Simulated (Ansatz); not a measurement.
# The I–V curve of a Mg/GaN/HfC junction, part 4 of 5

What current flows through Mg/GaN/HfC, and is the curve linear and symmetric? The lower electrode is Mg hcp(0001), the upper one HfC rock salt(111); the barrier is GaN wurtzite(0001) (whole bilayers). In the first transport cell, after relaxation, the nearest pair of electrode and barrier is Mg–N at 2.02 Å, along the normal, at the lower face and C–Ga at 2.01 Å, along the normal, at the upper one. All share a net of side 3.19 Å, which strains the lower electrode by +0.0 %, the upper one by -3.0 % and the barrier by -0.9 %, against typed lattice constants near PBE's. The first steps treat the bulk electrodes alone.

Ansatz 0.2.0; PBE DFT, plane waves, PAW files (the session's first sound run).

So far. Step 4 (Relaxation): The largest force component on a free atom ends at 0.016 eV/Å. At one or more of this run's solves the program warned of density in the dipole ramp over its bound, where dipole, forces and levels can be off. Step 5 (The voltage sweep): All 5 points reached self-consistency. On every other mesh point the currents change by up to 32 %. The leads' potential repeats within 42 meV, on the large side, so longer leads could move the currents.

## Step 6: Transmission over a wide range of energy

This step: PBE DFT, plane waves, PAW files; ballistic transmission by layer matching between semi-infinite leads (Ansatz 0.2.0).

System of this step: Mg/GaN/HfC. The cell holds 34 atoms: 11 Mg, 4 N, 4 Ga, 8 C and 7 Hf. Its edges and angles: a = 3.190 Å, b = 3.190 Å, c = 71.146 Å, α = 90.0°, β = 90.0°, γ = 120.0°. Regions: left electrode, 11 atoms (11 Mg); barrier, 8 atoms (4 N and 4 Ga); right electrode, 15 atoms (8 C and 7 Hf). Vacuum lies along c.

The relaxed core is set between ideal electrode layers (this cell holds 8 atomic planes between the electrodes; where that differs from the relaxed slab, whole periods were copied in or cut out without a new relaxation), which the solver continues as semi-infinite leads. A wide energy window on a coarse mesh (12×12) shows where the Fermi level lies against the barrier's bands; the projected density of states shows how far the metals' states reach in.

input.yaml

```yaml
crystal:
  lattice:
    - [3.19, 0.0, 0.0]
    - [-1.595, 2.7626210381, 0.0]
    - [0.0, 0.0, 71.1457060389]
  atoms:
    - { symbol: Mg, position: [0.0, 0.0, 0.0983896343] }
    - { symbol: Mg, position: [0.33333333, 0.66666667, 0.1347202945] }
    - { symbol: Mg, position: [0.0, 0.0, 0.1710509547] }
    - { symbol: Mg, position: [0.33333333, 0.66666667, 0.2073816148] }
    - { symbol: Mg, position: [0.0, 0.0, 0.243712275] }
    - { symbol: Mg, position: [0.33333333, 0.66666667, 0.2800429352] }
    - { symbol: Mg, position: [0.0, 0.0, 0.3163735954] }
    - { symbol: Mg, position: [0.33333333, 0.66666667, 0.3527042556] }
    - { symbol: Mg, position: [0.0, 0.0, 0.3890349157] }
    - { symbol: Mg, position: [0.33333333, 0.66666667, 0.4253655759] }
    - { symbol: Mg, position: [0.0, 0.0, 0.4602781764] }
    - { symbol: "N", position: [0.0, 0.0, 0.4886083745] }
    - { symbol: Ga, position: [0.33333333, 0.66666667, 0.4980216259] }
    - { symbol: "N", position: [0.33333333, 0.66666667, 0.5257040208] }
    - { symbol: Ga, position: [0.0, 0.0, 0.5350446004] }
    - { symbol: "N", position: [0.0, 0.0, 0.5626521163] }
    - { symbol: Ga, position: [0.33333333, 0.66666667, 0.5720977066] }
    - { symbol: "N", position: [0.33333333, 0.66666667, 0.5996692907] }
    - { symbol: Ga, position: [0.0, 0.0, 0.6094157448] }
    - { symbol: C, position: [0.0, 0.0, 0.637702442] }
    - { symbol: Hf, position: [0.33333333, 0.66666667, 0.6523723654] }
    - { symbol: C, position: [0.66666667, 0.33333333, 0.6715445192] }
    - { symbol: Hf, position: [0.0, 0.0, 0.6907166731] }
    - { symbol: C, position: [0.33333333, 0.66666667, 0.709888827] }
    - { symbol: Hf, position: [0.66666667, 0.33333333, 0.7290609808] }
    - { symbol: C, position: [0.0, 0.0, 0.7482331347] }
    - { symbol: Hf, position: [0.33333333, 0.66666667, 0.7674052886] }
    - { symbol: C, position: [0.66666667, 0.33333333, 0.7865774425] }
    - { symbol: Hf, position: [0.0, 0.0, 0.8057495963] }
    - { symbol: C, position: [0.33333333, 0.66666667, 0.8249217502] }
    - { symbol: Hf, position: [0.66666667, 0.33333333, 0.8440939041] }
    - { symbol: C, position: [0.0, 0.0, 0.8632660579] }
    - { symbol: Hf, position: [0.33333333, 0.66666667, 0.8824382118] }
    - { symbol: C, position: [0.66666667, 0.33333333, 0.9016103657] }
kpoints:
  mp_grid: { grid: [12, 12, 1] }
scf:
  occupations: { method: fermi_dirac, width: 0.1 }
  max_iter: 150
hamiltonian:
  xc: pbe
output:
  transmission:
    kmesh: [12, 12]
    e_range: [-2.5, 2.5]
    de: 0.1
    leads: [[4, 6], [26, 28]]
  dos: { projected: true, e_range: [-6, 5], de: 0.05 }
  write_potential: true
  write_density: true
  volumetric_format: npy
```

Launch:

```bash
ansatz run input.yaml --threads 4 --pin off --max-ram 16384MiB --backend cpu --events-out ev --progress --plain --runs-dir out
```

Numbers of over 12 decimals in the logs are rounded to 6 here.

Output:

```text
[...]
Crystal: 34 atoms, lattice volume = 626.990 Å³
Basis set: ecut = 420 eV, 12417 PW (Γ)
Bands: 238, of which v1, the nominal top of the filled ones, is band 198 counted from 1 (197 counted from 0)
Symmetry: 6 space group operations
[...]
k-points: 19 of 144 (time reversal used)
[...]
SCF iter   1: F=—  HF=-149900.189858 eV  |F-HF|=—  |Δ(HF+E_count)|=         —  Δρ=3.08e-2  dr2=1.52e3  ethr=1.77e-3  ⟨swp⟩=7.0  Hψ=19228  notcnv=0  defer=207
[...]
SCF iter  18: F=-149895.432939 eV  HF=-149895.432939 eV  |F-HF|=5.97e-8  |Δ(HF+E_count)|=   4.71e-9  Δρ=1.92e-6  dr2=7.63e-8  ethr=2.53e-11  ⟨swp⟩=21.3  Hψ=24652  notcnv=0
SCF 1 converged in 18 iterations: F = -149895.432939 eV  dr2 = 7.63e-8
[...]
transmission: 124 of 1235 steps passed
transmission: 248 of 1235 steps passed
[...]
transmission: 1235 of 1235 steps passed
[...]
SCF converged after 18 iterations
Free energy (F): -149895.432939 eV
[...]
Internal energy: -149895.044252 eV  (E = F + TS)
E sigma→0 (E₀):  -149895.238596 eV
Entropy (-TS):   -0.388687 eV (-11.432 meV/atom)
Fermi energy:    8.545789 eV
[...]
--- Band table (eV; the first three rows and the last of 19) ---
  k-point 0: bands = [... 194 lower, 8.4393, 8.4393, 8.8157, 9.2868, 9.3392, 9.3392, 9.7180, 9.9095, ... 36 higher]
  k-point 1: bands = [... 194 lower, 8.2966, 8.3637, 8.4887, 8.9700, 9.1211, 9.1298, 9.3782, 9.4752, ... 36 higher]
  k-point 2: bands = [... 194 lower, 7.9179, 8.1267, 8.4395, 8.5650, 8.7122, 8.8606, 9.0049, 9.3285, ... 36 higher]
  k-point 18: bands = [... 194 lower, 8.2776, 8.2880, 8.3198, 8.3204, 8.4785, 8.5571, 8.5609, 8.6755, ... 36 higher]
--- Transmission ---
  basis      : 85 plane waves across, 65 finite elements along
  points     : 19, standing for a mesh of 12 x 12
  energies   : 51 from -2.500000 to 2.500000 eV about the Fermi level, 0.100000 eV apart; the leads are filled to 0.000000 eV, and channels, transmission and decay are at 0.000000 eV
  crystal 0  : Mg2, at the sites [4, 6], period 5.1695 Å, over 25.85 Å; its Hamiltonian steps by up to 25.5 meV: too much for a lead, lay more layers or, if its atoms are ordered, name the step of that order
    offset         : up to 0.0000 Å between an atom of the period and one for which it stands
    channels       : 8.402778e-1 a spin
    conductance    : none, the energies end too early or step too widely for 300 K: set another output.transmission.e_range or a lower de, or, where they end at an eighth of basis.ecutwfc, a higher one
    slowest decay  : 0.0142 /Å at (0.2500, 0.0833)
  crystal 1  : Hf1C1, at the sites [26, 28], period 2.7280 Å, over 19.10 Å; its Hamiltonian steps by up to 39.1 meV: too much for a lead, lay more layers or, if its atoms are ordered, name the step of that order
[...]
channels       : 3.541667e-1 a spin
[...]
slowest decay  : 0.0523 /Å at (0.1667, 0.0000)
  junction   : crystal 0 to crystal 1, 19.33 to 54.45 Å
    transmission   : 2.685657e-3 a spin
[...]
```

Run time: 5.7 min. Hardware: 4 threads of Arm Neoverse V1, shared host; peak memory 5 GiB; 22 min of CPU time.

This step gave:

| Item | Value |
| --- | --- |
| free energy | -149895.4329 eV |
| Fermi energy | 8.546 eV |
| level to which the leads are filled | 0 eV from the Fermi level |
| transmission at the Fermi level (a spin, zone mean) | 0.002686 |
| channels of the lower lead | 0.8403 |
| channels of the upper lead | 0.3542 |
| potential step in the lower lead | 25.5 meV |
| potential step in the upper lead | 39.1 meV |

One spin. Table of transmission, zone mean by energy, zero at the Fermi level:

energy (eV), log10 transmission, zone mean and a bar from the least value:
```
    -2.50       -0.2 ##############################
    -2.30       -0.3 ##############################
    -2.20       -0.3 #############################
    -2.00       -0.4 ############################
    -1.80       -0.4 #############################
    -1.70       -0.3 #############################
    -1.60       -0.4 ############################
    -1.50       -0.6 ###########################
    -1.30       -0.7 ###########################
    -1.10       -1.1 #######################
    -0.90       -1.2 ######################
    -0.80       -1.3 ######################
    -0.60       -1.6 ###################
    -0.40       -2.2 ##############
    -0.30       -2.3 #############
    -0.10       -2.5 ###########
     0.00       -2.6 ###########
     0.10       -2.7 ##########
     0.30       -3.1 #######
     0.40       -3.2 ######
     0.60       -3.2 ######
     0.80       -3.2 ######
     0.90       -3.9 
     1.10       -3.1 ######
     1.30       -3.0 #######
     1.50       -2.8 #########
     1.60       -2.7 ##########
     1.80       -2.5 ############
     2.00       -2.2 ##############
     2.20       -2.0 ################
     2.30       -1.8 #################
     2.50       -1.6 ###################
```

One spin. Open channels, zone mean against energy, zero at the Fermi level:

```csv
energy (eV),lower lead,upper lead
-2.50,0.840,1.81
-2.30,0.840,1.98
-2.20,0.840,1.90
-2.00,0.882,1.60
-1.80,0.965,1.5
-1.60,1.04,1.42
-1.50,1,1.42
-1.30,1,1.12
-1.10,1.01,0.958
-0.90,1.01,0.875
-0.80,0.882,0.833
-0.60,0.771,0.625
-0.40,0.840,0.5
-0.30,0.840,0.458
-0.10,0.965,0.396
0.00,0.840,0.354
0.10,0.840,0.271
0.30,0.896,0.5
0.40,0.812,0.5
0.60,1.23,0.458
0.80,1.35,0.583
0.90,1.35,0.660
1.10,1.23,0.792
1.30,1.23,0.944
1.50,1.23,0.903
1.60,1.26,0.917
1.80,1.30,1
2.00,1.34,1.12
2.20,1.34,1.25
2.30,1.47,1.25
2.50,1.55,1.25
```

Transmission over k1 and k2. At 0.0000 eV from the Fermi level; zeros and values more than six decades under the largest are shown at that floor.

log10 of the mean of each cell; the least values stand at a floor. Values, 12 rows by 12 columns:
```
-6.9 -6.9 -6.9 -6.9 -6.9 -6.9 -6.9 -6.9 -6.9 -6.9 -6.9 -6.9
-6.9 -6.9 -3.9 -6.9 -6.9 -6.9 -3.9 -6.9 -6.9 -6.9 -6.9 -6.9
-6.9 -6.9 -6.9 -3.3 -6.9 -6.9 -3.3 -6.9 -6.9 -6.9 -6.9 -6.9
-6.9 -6.9 -6.9 -6.9 -6.9 -6.9 -6.9 -6.9 -6.9 -6.9 -6.9 -6.9
-6.9 -6.9 -6.9 -6.9 -6.9 -1.4 -1.4 -6.9 -6.9 -6.9 -6.9 -6.9
-2.9 -6.9 -3.9 -3.3 -6.9 -1.4 -0.9 -1.4 -6.9 -3.3 -3.9 -6.9
-6.9 -6.9 -6.9 -6.9 -6.9 -6.9 -1.4 -1.4 -6.9 -6.9 -6.9 -6.9
-6.9 -6.9 -6.9 -6.9 -6.9 -6.9 -6.9 -6.9 -6.9 -6.9 -6.9 -6.9
-6.9 -6.9 -6.9 -6.9 -6.9 -6.9 -3.3 -6.9 -6.9 -3.3 -6.9 -6.9
-6.9 -6.9 -6.9 -6.9 -6.9 -6.9 -3.9 -6.9 -6.9 -6.9 -3.9 -6.9
-6.9 -6.9 -6.9 -6.9 -6.9 -6.9 -6.9 -6.9 -6.9 -6.9 -6.9 -6.9
-2.9 -6.9 -6.9 -6.9 -6.9 -6.9 -2.9 -6.9 -6.9 -6.9 -6.9 -6.9
```
Columns: k1 (b1) from -0.5 to 0.417; rows upwards: k2 (b2) from -0.5 to 0.417.

Open channels of the lower lead over k1 and k2. At 0.0000 eV from the Fermi level.

Ten even steps from '_' (0.00) to '@' (3.00):
```
**__--------__****____**
__----______----____@@__
----__--------__----____
__--__----------__--__**
**--__------------__--**
**__------------------__
****--__------------__--
__**__--__----------__--
--____----__--------__--
____@@____----______----
****____****__--------__
****__--__******__--__**
```
Columns: k1 (b1) from -0.5 to 0.417; rows upwards: k2 (b2) from -0.5 to 0.417.

Open channels of the upper lead over k1 and k2. At 0.0000 eV from the Fermi level.

Ten even steps from '_' (0.00) to '@' (3.00):
```
__**________**__________
____--______--__________
______--____--__________
________________________
__________@@@@__________
****----__@@@@@@__----**
____________@@@@________
________________________
____________--____--____
____________--______--__
____________**________**
**__________**__________
```
Columns: k1 (b1) from -0.5 to 0.417; rows upwards: k2 (b2) from -0.5 to 0.417.

Projected DOS an atom over height of the atomic layer and energy from the Fermi level. Layers: Mg Mg Mg Mg Mg Mg Mg Mg Mg Mg Mg N Ga N Ga N Ga N Ga C Hf C Hf C Hf C Hf C Hf C Hf C Hf C; projections on atoms miss part of the total, and the computed bands can run out at the top of the range; a column is the mean of 3 neighbouring layers, the last of those left over.

Values in states/eV, 22 rows by 12 columns, each cell a mean:
```
0.03 0.03 0.03 0.10 0.38 0.34 0.49 0.50 0.78 0.49 0.77 0.18
0.04 0.03 0.03 0.09 0.33 0.24 0.38 0.37 0.52 0.33 0.60 0.19
0.06 0.07 0.06 0.08 0.15 0.10 0.29 0.34 0.48 0.33 0.52 0.18
0.06 0.05 0.07 0.08 0.07 0.06 0.26 0.29 0.49 0.33 0.43 0.21
0.06 0.07 0.06 0.07 0.04 0.03 0.16 0.27 0.33 0.25 0.34 0.19
0.10 0.08 0.10 0.09 0.03 0.01 0.14 0.24 0.38 0.29 0.29 0.24
0.11 0.10 0.09 0.08 0.02 0.01 0.09 0.23 0.28 0.21 0.23 0.27
0.11 0.09 0.09 0.09 0.02 0.01 0.06 0.17 0.24 0.20 0.16 0.28
0.15 0.14 0.15 0.12 0.01 0.01 0.07 0.16 0.19 0.18 0.21 0.80
0.12 0.14 0.16 0.10 0.01 0.03 0.45 0.30 0.11 0.12 0.30 1.82
0.14 0.14 0.13 0.14 0.03 0.11 0.50 0.26 0.16 0.19 0.26 1.21
0.19 0.15 0.13 0.26 0.17 0.43 0.34 0.22 0.21 0.25 0.25 1.12
0.23 0.21 0.21 0.43 0.40 0.83 0.61 0.37 0.34 0.39 0.35 0.80
0.30 0.28 0.27 0.59 0.60 0.79 0.45 0.51 0.54 0.57 0.56 0.79
0.27 0.25 0.25 0.61 0.63 0.87 0.63 1.09 1.14 1.11 1.02 0.74
0.31 0.28 0.30 0.50 0.43 0.65 0.62 1.58 1.44 1.65 1.20 0.31
0.29 0.32 0.29 0.43 0.41 0.52 0.37 0.51 0.44 0.48 0.60 0.20
0.26 0.26 0.26 0.36 0.29 0.43 0.34 0.46 0.35 0.40 0.41 0.14
0.23 0.26 0.26 0.30 0.37 0.41 0.26 0.41 0.39 0.40 0.38 0.09
0.21 0.19 0.20 0.25 0.23 0.21 0.16 0.37 0.36 0.37 0.35 0.06
0.20 0.23 0.22 0.24 0.25 0.31 0.20 0.19 0.22 0.24 0.16 0.03
0.15 0.18 0.17 0.25 0.34 0.56 0.27 0.09 0.11 0.11 0.06 0.01
```
Columns: height of the atomic layer (Å) from 9.58 to 64.2 (not evenly spaced); rows upwards: energy from the Fermi level (eV) from -6 to 5.

At the Fermi level the transmission is 0.0027, as a zone mean for one spin on this coarse mesh. At the Fermi level the layers of this cell's barrier hold from 0.0056 to 0.17 states an eV and atom. In the worse lead the potential repeats within 39 meV, which the program flags as too much for a lead, so G carries that doubt.

(Continued in part 5 of 5.)

[Logs are printed without paths, hosts, clocks, repeated set-up lines and the standing remarks that a program may print on its own settings, such as how far it seeks lower states.]

[Hosts, paths, dates, database ids (printed as entryN), source tags and the programs' standing remarks are cut or masked in the printed files.]
